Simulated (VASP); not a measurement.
# MoSe2 (P6_3/mmc) in VASP: further runs, part 2 of 2

VASP 6.6.1. Earlier steps stand in the parts before.

## (3) Dielectric tensor, PBE+D3(BJ)

This run uses another cell than the first one, of 19.22 Å³/atom, 0.973 times its volume.

Contents of INCAR:

```
SYSTEM = MoSe2
  PREC = Accurate
  ENCUT = 600
  EDIFF = 1E-8
  ISMEAR = 0
  SIGMA = 0.03
  LREAL = .False.
  LASPH = .True.
  NELM = 80
  ALGO = Normal
  ISIF = 2
  LWAVE = .False.
  LCHARG = .False.
  GGA = PE
  IVDW = 12
  LEPSILON = .True.
  KPAR = 2
```

Contents of KPOINTS:

```
Automatic mesh
0
Gamma
  12 12 3
  0 0 0
```

Contents of POSCAR:

```
MoSe2                                   
1.0
    3.2613018406      0.0000000000      0.0000000000
   -1.6306509203      2.8243702433     -0.0000000000
    0.0000000000      0.0000000000     12.5170642180
  Mo              Se            
     2     4
Direct
     0.3333333332999970    0.6666666667000030    0.2500000000000000
     0.6666666667000030    0.3333333332999970    0.7500000000000000
     0.3333333332999970    0.6666666667000030    0.6159869708421486
     0.6666666667000030    0.3333333332999970    0.1159869708421485
     0.3333333332999970    0.6666666667000030    0.8840130291578514
     0.6666666667000030    0.3333333332999970    0.3840130291578515
```

Potentials or basis: VASP PAW PBE potentials, release 64 (Mo_sv, Se).

On the command line:

```
$ cat potpaw_PBE.64/Mo_sv/POTCAR potpaw_PBE.64/Se/POTCAR > POTCAR
$ mpirun -np 2 vasp_std > vasp.out
```

OUTCAR:

```text
SYSTEM = MoSe2
   PREC = Accurate
   ENCUT = 600
   EDIFF = 1E-8
   ISMEAR = 0
   LREAL = .False.
   LASPH = .True.
   NELM = 80
   ISIF = 2
   GGA = PE
   IVDW = 12
   LEPSILON = .True.
 IVDW          = 12

 ion  position               nearest neighbor table
   1  0.333  0.667  0.250-   4 2.52   6 2.52   4 2.52   6 2.52   4 2.52   6 2.52
   2  0.667  0.333  0.750-   3 2.52   5 2.52   3 2.52   5 2.52   3 2.52   5 2.52
   3  0.333  0.667  0.616-   2 2.52   2 2.52   2 2.52
   4  0.667  0.333  0.116-   1 2.52   1 2.52   1 2.52
   5  0.333  0.667  0.884-   2 2.52   2 2.52   2 2.52
   6  0.667  0.333  0.384-   1 2.52   1 2.52   1 2.52

  LATTYP: Found a hexagonal cell.
 ALAT       =     3.2613018406
 C/A-ratio  =     3.8380575702

  Lattice vectors:

 A1 = (   3.2613018406,   0.0000000000,   0.0000000000)
 A2 = (  -1.6306509203,   2.8243702433,   0.0000000000)
 A3 = (   0.0000000000,   0.0000000000,  12.5170642180)

Analysis of symmetry for initial positions (statically):
=====================================================================
 Subroutine PRICEL returns:
 Original cell was already a primitive cell.

[... 1077 lines left out ...]

 PIEZOELECTRIC TENSOR FIELD DIRECTION 3  (e Angst)
 -----------------------------------------------------------------------------
     0.00092  0.00000  0.00000           (  0.00002  0.00000  0.00000)
     0.00000  0.00092  0.00000           (  0.00000  0.00002  0.00000)
     0.00000 -0.00000 -0.00911           (  0.00000  0.00000  0.00002)

 PIEZOELECTRIC TENSOR FIELD DIRECTION 3  (C/m^2)
 -----------------------------------------------------------------------------
     0.00013  0.00000  0.00000
     0.00000  0.00013  0.00000
     0.00000 -0.00000 -0.00127

 MACROSCOPIC STATIC DIELECTRIC TENSOR (including local field effects in DFT)
 ------------------------------------------------------
          17.361536     0.000000    -0.000000
           0.000000    17.361536     0.000000
           0.000000     0.000000     9.919362
 ------------------------------------------------------

 PIEZOELECTRIC TENSOR (including local field effects)  for field in x, y, z        (e  Angst)
          XX          YY          ZZ          XY          YZ          ZX
  --------------------------------------------------------------------------------
  x     0.00000     0.00000     0.00000     0.00000     0.00000     0.00000
  y     0.00000     0.00000     0.00000     0.00000     0.00000     0.00000
  z     0.00000     0.00000     0.00000     0.00000     0.00000     0.00000

 PIEZOELECTRIC TENSOR (including local field effects)  for field in x, y, z        (C/m^2)
          XX          YY          ZZ          XY          YZ          ZX
  --------------------------------------------------------------------------------
  x     0.00000     0.00000     0.00000     0.00000     0.00000     0.00000
  y     0.00000     0.00000     0.00000     0.00000     0.00000     0.00000
  z     0.00000     0.00000     0.00000     0.00000     0.00000     0.00000

 BORN EFFECTIVE CHARGES (including local field effects) (in |e|, cummulative output)
 ---------------------------------------------------------------------------------
 ion    1
    1    -1.81802     0.00000     0.00000
    2     0.00000    -1.81802     0.00000
    3    -0.00000     0.00000    -1.21594
 ion    2
    1    -1.81802     0.00000     0.00000
    2     0.00000    -1.81802     0.00000
    3     0.00000     0.00000    -1.21594
 ion    3
    1     0.90901     0.00000     0.00000
    2     0.00000     0.90901     0.00000
    3     0.00000    -0.00000     0.60797
 ion    4
    1     0.90901     0.00000     0.00000
    2     0.00000     0.90901    -0.00000
    3     0.00000     0.00000     0.60797
 ion    5
    1     0.90901     0.00000     0.00000
    2     0.00000     0.90901    -0.00000
    3    -0.00000     0.00000     0.60797
 ion    6
    1     0.90901     0.00000     0.00000
    2     0.00000     0.90901     0.00000
    3    -0.00000     0.00000     0.60797
```

OSZICAR:

```text
[... 13 lines left out ...]
RMM:  20    -0.300642492855E+01    0.18958E-06    0.31388E-05  2858   0.915E-04    0.273E-05
RMM:  21    -0.300642496141E+01   -0.32855E-07    0.18783E-05  2835   0.914E-04    0.168E-05
RMM:  22    -0.300642466289E+01    0.29852E-06    0.30136E-05  2853   0.915E-04    0.256E-05
RMM:  23    -0.300642516514E+01   -0.50225E-06    0.16366E-05  2825   0.914E-04    0.174E-05
RMM:  24    -0.300642447153E+01    0.69361E-06    0.23790E-05  2806   0.915E-04    0.237E-05
RMM:  25    -0.300642508199E+01   -0.61046E-06    0.21892E-05  2812   0.914E-04    0.185E-05
RMM:  26    -0.300642499383E+01    0.88157E-07    0.15171E-05  2796   0.915E-04    0.227E-05
RMM:  27    -0.300642491175E+01    0.82084E-07    0.17507E-05  2764   0.914E-04    0.195E-05
RMM:  28    -0.300642503052E+01   -0.11877E-06    0.23932E-05  2780   0.915E-04    0.217E-05
```

stdout:

```text
POSCAR found type information on POSCAR MoSe
 POSCAR found :  2 types and       6 ions
 scaLAPACK will be used
 LDA part: xc-table for (Slater+PW92), standard interpolation
 POSCAR, INCAR and KPOINTS ok, starting setup
 FFT: planning ... GRIDC
 FFT: planning ... GRID_SOFT
 FFT: planning ... GRID
 WAVECAR not read
 entering main loop
 Linear response reoptimize wavefunctions to high precision
 Linear response G [H, r] |phi>, progress :
  Direction:   1
 Linear response G [H, r] |phi>, progress :
  Direction:   2
 Linear response G [H, r] |phi>, progress :
  Direction:   3
 Linear response to external field (no local field effect), progress :
  Direction:   1
 dielectric tensor                  component  1 :    17.984    -1.947    -0.116
 Linear response to external field (no local field effect), progress :
  Direction:   2
 dielectric tensor                  component  2 :    -1.947    18.356     0.119
 Linear response to external field (no local field effect), progress :
  Direction:   3
 dielectric tensor                  component  3 :    -0.116     0.119    13.250
 Linear response to external field, progress :
  Direction:   1
 dielectric tensor                  component  1 :    17.361    -0.389    -0.095
 Linear response to external field, progress :
  Direction:   2
 dielectric tensor                  component  2 :    -0.373    17.362    -0.025
 Linear response to external field, progress :
  Direction:   3
 dielectric tensor                  component  3 :    -0.116     0.113     9.919
 Born effective charges drift removed
```

It took 13 min on 2 MPI ranks of Intel Xeon 6975P-C (Granite Rapids), shared host; peak memory 0.95 GiB.

Results:

| Quantity | Value |
| --- | --- |
| Band gap on the k mesh | 0.67 eV, indirect (least direct gap 1.49 eV) |
| Electronic dielectric tensor (diagonal) | 17.36, 17.36, 9.92 |
| Born charges (mean of the diagonal) | Mo -1.62; Se +0.81 e |
| Dispersion energy per atom | -0.492 eV |

Levels at points of the mesh, in eV from the valence-band top:
```csv
k point,band 23,band 24,band 25,band 26,band 27,band 28,band 29,band 30
"(0.00, 0.00, 0.00)",-1.50,-1.31,-0.57,0.00,2.43,2.43,2.54,2.54
"(0.50, 0.00, 0.00)",-1.33,-1.27,-1.19,-0.86,1.54,1.61,1.74,2.19
```

Electronic dielectric tensor:
```
17.36  0.00  0.00
 0.00 17.36  0.00
 0.00  0.00  9.92
```

Born effective charge tensors (e):
atom 1, Mo
```
-1.82  0.00  0.00
 0.00 -1.82  0.00
 0.00  0.00 -1.22
```
atom 2, Mo
```
-1.82  0.00  0.00
 0.00 -1.82  0.00
 0.00  0.00 -1.22
```
atom 3, Se
```
0.91 0.00 0.00
0.00 0.91 0.00
0.00 0.00 0.61
```
atom 4, Se
```
0.91 0.00 0.00
0.00 0.91 0.00
0.00 0.00 0.61
```
atom 5, Se
```
0.91 0.00 0.00
0.00 0.91 0.00
0.00 0.00 0.61
```
atom 6, Se
```
0.91 0.00 0.00
0.00 0.91 0.00
0.00 0.00 0.61
```

Caveat: the gap is small at this level, which inflates the dielectric constant; an odd mesh through Γ misses points on the zone boundary, where band edges often lie.

## (4) Band structure, PBE

Contents of INCAR:

```
SYSTEM = MoSe2
ALGO = Normal
EDIFF = 1E-6
ENCUT = 520
GGA = PE
ISIF = 2
ISMEAR = 0
KPAR = 4
LASPH = .True.
LCHARG = .False.
LMAXMIX = 4
LREAL = .False.
LWAVE = .False.
NBANDS = 35
NELM = 80
PREC = Accurate
SIGMA = 0.03
```

Contents of KPOINTS:

```
k-points
0
Gamma
  9 9 2
  0 0 0
```

Contents of POSCAR:

```
MoSe2                                   
1.0
    3.2786626285      0.0000000000      0.0000000000
   -1.6393313142      2.8394051267      0.0000000000
    0.0000000000      0.0000000000     12.7250115930
  Mo              Se            
     2     4
Direct
     0.3333333332999970    0.6666666667000030    0.2500000000000000
     0.6666666667000030    0.3333333332999970    0.7500000000000000
     0.3333333332999970    0.6666666667000030    0.6183309793776672
     0.6666666667000030    0.3333333332999970    0.1183309793776672
     0.3333333332999970    0.6666666667000030    0.8816690206223328
     0.6666666667000030    0.3333333332999970    0.3816690206223328
```

Contents of KPOINTS_OPT:

```
explicit points
258
Reciprocal
 0.0000000000  0.0000000000  0.0000000000 1
 0.0263157895  0.0000000000  0.0000000000 1
 0.0526315789  0.0000000000  0.0000000000 1
 0.0789473684  0.0000000000  0.0000000000 1
 0.1052631579  0.0000000000  0.0000000000 1
 0.1315789474  0.0000000000  0.0000000000 1
[... 250 lines left out ...]
 0.5000000000  0.0000000000  0.0718584600 1
 0.5000000000  0.0000000000 -0.0718584600 1
```

On the command line:

```
$ cat potpaw_PBE.64/Mo_sv/POTCAR potpaw_PBE.64/Se/POTCAR > POTCAR
$ mpirun -np 4 vasp_std > vasp.out
```

It took 81 s on 4 MPI ranks of Intel Xeon Platinum 8559C (Emerald Rapids), shared host; peak memory 0.31 GiB.

It converged, with:

- Free energy: -39.8101 eV
- Pressure: 4.0 GPa
- Band gap on the k mesh: 0.84 eV, indirect (least direct gap 1.46 eV)
- Band gap along the path: 0.74 eV, indirect (least direct gap 1.45 eV)

Levels at the corners of the path, in eV from the valence-band top:
| point | band 24 | band 25 | band 26 | band 27 | band 28 | band 29 |
| --- | --- | --- | --- | --- | --- | --- |
| Γ | -1.19 | -0.68 | 0.00 | 2.46 | 2.46 | 2.54 |
| M | -1.20 | -1.13 | -0.87 | 1.55 | 1.60 | 1.78 |
| M | -1.20 | -1.13 | -0.87 | 1.55 | 1.60 | 1.78 |
| K | -2.39 | -0.54 | -0.30 | 1.16 | 1.16 | 1.50 |
| K | -2.39 | -0.54 | -0.30 | 1.16 | 1.16 | 1.50 |
| Γ | -1.19 | -0.68 | 0.00 | 2.46 | 2.46 | 2.54 |
| Γ | -1.19 | -0.68 | 0.00 | 2.46 | 2.46 | 2.54 |
| A | -1.51 | -0.16 | -0.16 | 2.47 | 2.47 | 2.47 |
| A | -1.51 | -0.16 | -0.16 | 2.47 | 2.47 | 2.47 |
| L | -1.17 | -1.04 | -1.04 | 1.57 | 1.57 | 1.99 |
| L | -1.17 | -1.04 | -1.04 | 1.57 | 1.57 | 1.99 |
| H | -2.63 | -0.44 | -0.44 | 1.17 | 1.17 | 2.04 |
| H | -2.63 | -0.44 | -0.44 | 1.17 | 1.17 | 2.04 |
| A | -1.51 | -0.16 | -0.16 | 2.47 | 2.47 | 2.47 |
| L | -1.17 | -1.04 | -1.04 | 1.57 | 1.57 | 1.99 |
| M | -1.20 | -1.13 | -0.87 | 1.55 | 1.60 | 1.78 |
| K | -2.39 | -0.54 | -0.30 | 1.16 | 1.16 | 1.50 |
| H | -2.63 | -0.44 | -0.44 | 1.17 | 1.17 | 2.04 |

Caveat: the mesh misses the band edges, which the band path finds closer together; this functional lacks dispersion, which binds the layers, so the pressure and a relaxed spacing across them are unreliable. A hybrid or GW would open this gap; PBE tends to underestimate it.

## (5) Summary

| task | level | cell | k mesh | cutoff (eV) | by perturbation theory | monkhorst-Pack mesh | gap on the mesh (eV) |
| --- | --- | --- | --- | --- | --- | --- | --- |
| phonons | PBE+D3(BJ) | relaxed to 1.5 GPa | 9 × 9 × 2 | 600 | no | - | - |
| dielectric tensor | PBE+D3(BJ) | P6_3/mmc, 19.22 Å³/atom | 12 × 12 × 3 | 600 | - | no | 0.67 |
| band structure | PBE | P6_3/mmc, 19.74 Å³/atom | 9 × 9 × 2 | 520 | - | - | 0.84 |

Alike in all rows: potentials or basis VASP PAW PBE potentials, release 64 (Mo_sv, Se); no spin polarisation; smearing gaussian 0.03 eV.

Caveats: the gap is small at this level, which inflates the dielectric constant (some runs); an odd mesh through Γ misses points on the zone boundary, where band edges often lie (some runs); the mesh misses the band edges, which the band path finds closer together (some runs); this functional lacks dispersion, which binds the layers, so the pressure and a relaxed spacing across them are unreliable (some runs).

Total energies depend on the potentials used, so only differences within one code and one set of settings carry meaning.
